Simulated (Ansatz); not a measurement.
Crystal: SnSe.

```
Sn Se
1.0
    11.42000    0.00000    0.00000
     0.00000    4.19000    0.00000
     0.00000    0.00000    4.46000
Sn Se
4 4
Direct
  0.87700 0.75000 0.90900
  0.62300 0.25000 0.40900
  0.37700 0.75000 0.59100
  0.12300 0.25000 0.09100
  0.64300 0.75000 0.98400
  0.85700 0.25000 0.48400
  0.14300 0.75000 0.51600
  0.35700 0.25000 0.01600
```

| Quantity | Value |
| --- | --- |
| Program | Ansatz 0.2.0 |
| Task | single point |
| Functional | PBE |
| Potentials or basis | all-electron LAPW, scalar-relativistic |
| Cutoff | 257 eV (chosen from the basis error) |
| Basis error allowed | 0.001 eV/atom |
| k mesh | 3 × 6 × 6 |
| Occupations | fermi-dirac, width 0.05 eV |
| Spin | no spin polarisation |

On this cell: pressure 2.4 GPa; largest force 0.309 eV/Å; band gap on the k mesh 0.54 eV, indirect (least direct gap 0.72 eV).

The same run follows on a disturbed copy (atoms moved at random, drawn with an rms of 0.05 Å):

```
Sn Se
1.0
    11.42000    0.00000    0.00000
     0.00000    4.19000    0.00000
     0.00000    0.00000    4.46000
Sn Se
4 4
Direct
  0.87532 0.75014 0.90992
  0.62557 0.24558 0.41107
  0.37286 0.74919 0.59463
  0.12656 0.26253 0.08547
  0.64479 0.76315 0.98880
  0.85588 0.25954 0.48444
  0.14295 0.75453 0.50909
  0.36049 0.23136 0.01167
```

Question: What changes?

Answer: The energy moves by +10.1 meV/atom; pressure 3.1 GPa; largest force 0.684 eV/Å; band gap on the k mesh 0.60 eV, indirect (least direct gap 0.75 eV).

Forces in eV/Å, atoms in the order of the input:
```
Sn   0.501  0.062 -0.007
Sn  -0.583  0.136  0.059
Sn   0.649 -0.156 -0.150
Sn  -0.361 -0.067 -0.025
Se  -0.425 -0.168 -0.069
Se   0.520 -0.045  0.034
Se  -0.465 -0.031  0.030
Se   0.164  0.268  0.127
```

Stress tensor (GPa, compression positive):
```
5.36 0.13 0.01
0.13 2.08 0.60
0.01 0.60 1.95
```

Caveats: spin-orbit coupling is left out, which moves the levels of the heavy elements; an odd mesh through Γ misses points on the zone boundary, where band edges often lie.
